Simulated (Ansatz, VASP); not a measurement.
One calculation of MgS, two programs

```
CELL_PARAMETERS angstrom
4.03462 0.00000 0.00000
-2.01731 3.49409 0.00000
0.00000 0.00000 6.43229
ATOMIC_POSITIONS crystal
Mg 0.66667 0.33333 0.51130
Mg 0.33333 0.66667 0.01130
S 0.33333 0.66667 0.37924
S 0.66667 0.33333 0.87924
```

Change from the starting cell: all Mg atoms moved +0.100 Å, as atom 1 along Cartesian [0 0 1].

Alike in both runs: task single point; functional PBEsol; k mesh 6 × 6 × 4; occupations gaussian, width 0.05 eV; no spin polarisation.

```csv
,VASP,Ansatz
version,VASP 6.6.1,Ansatz 0.2.0
potentials or method,"VASP PAW PBE potentials, release 64 (Mg, S)","scalar-relativistic, plane waves, PAW"
plane-wave cutoff (eV),520,420
valence electrons in the cell,16,32
```

VASP gave:

- gap on the k mesh at the Fermi level (eV): 3.36
- least direct gap on the mesh (eV): 3.36
- pressure (GPa): -0.1
- largest component of the traceless stress (GPa): 2.73
- rms of the force components (eV/Å): 0.322

**Question.** What did Ansatz give for the same quantities?

**Answer.** gap on the k mesh at the Fermi level (eV): 3.36; least direct gap on the mesh (eV): 3.36; pressure (GPa): 0.0; largest component of the traceless stress (GPa): 2.72; rms of the force components (eV/Å): 0.321.

Atom by atom the forces differ by 0.001 eV/Å (rms over components). The two sets of potentials don't hold the same shells in valence.

Caveats: the PAW data sets were made with another functional, which shifts forces and pressure a little (VASP).
